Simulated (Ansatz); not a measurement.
Runs of Ansatz 0.2.0 on PtSe2 (Sudovikovite). Symmetry: P-3m1, No. 164, trigonal system. The conventional cell has a = 3.724 Å, b = 3.724 Å, c = 5.062 Å, α = 90.00°, β = 90.00°, γ = 120.00°. Pt (site symmetry -3m) has 6 Se at 2.49 Å as nearest neighbours. Se (site symmetry 3m) has 3 Pt at 2.49 Å as nearest neighbours. 

```tsv
task	level	spin	cell	points for each segment of the path	gap on the mesh (eV)	pressure (GPa)	relaxed volume (Å³/atom)	largest force (eV/Å)
relaxation of cell and atoms	PBEsol+D3(BJ)-ATM	off	relaxed	-	none	0.0	(a)	0.01
relaxation of cell and atoms	PBEsol+D4	off	relaxed	-	none	0.0	19.06	-
band structure	PBEsol	SOC, no magnetisation	as given	14	none	2.2	-	0.35
relaxation of cell and atoms	PBEsol+D3(BJ)	off	relaxed	-	none	0.0	18.71	-
relaxation of cell and atoms	PBEsol	off	relaxed	-	none	0.0	(b)	-
```

Alike in all rows: potentials or basis Ansatz PAW; k mesh 8 × 8 × 5; cutoff (eV) 420; smearing fermi-dirac 0.05 eV.

Fill in the values left out.

(a) 18.87; (b) 19.78.

Caveats: the PAW data sets come from PBE, with cores solved anew for the run's functional, which leaves a small shift of forces and pressure; the plane-wave basis is chosen anew once the cell has moved, so the energies of steps on either side of that aren't comparable (some runs); pairwise dispersion overbinds metals, which lowers pressure and volume (some runs).

A k mesh can miss the band edges, and rows without SOC leave out spin-orbit coupling on Pt, Se.

A gap of «none» marks a metal or a gap under the smearing width.
